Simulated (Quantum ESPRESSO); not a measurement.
## PtSe2 (Sudovikovite): equation of state with LDA

Crystal: PtSe2 (Sudovikovite).

```
Pt Se
1.0
     3.72400    0.00000    0.00000
    -1.86200    3.22508    0.00000
     0.00000    0.00000    5.06200
Pt Se
1 2
Direct
  0.00000 0.00000 0.00000
  0.66667 0.33333 0.75000
  0.33333 0.66667 0.25000
```

* Program: Quantum ESPRESSO 7.5
* Task: equation of state
* Functional: LDA
* Potentials or basis: GBRV 1.5 LDA
* Cutoff: 612 eV
* Density cutoff: 4898 eV
* k mesh: 8 × 8 × 5
* Occupations: fermi-dirac, width 0.05 eV
* Spin: no spin polarisation

The equilibrium volume is 20.19 Å³/atom and the bulk modulus at fixed shape and positions is 136 GPa. The pressure derivative of the bulk modulus is 4.9.

Energy against volume, from the lowest point:
```csv
volume (Å³/atom),energy (meV/atom)
19.049,30.26
19.455,11.95
19.860,2.18
20.265,0.00
20.671,4.54
21.076,15.09
21.481,30.97
```

All runs of the series together: 2.1 min on 2 threads of Arm Neoverse V2, with other jobs on the host.

Caveat: the cell was scaled at fixed shape and fractional positions, which overstates the stiffness of a crystal with free parameters, most of all of layers and chains. Spin-orbit coupling is left out, which matters for the levels of Pt.
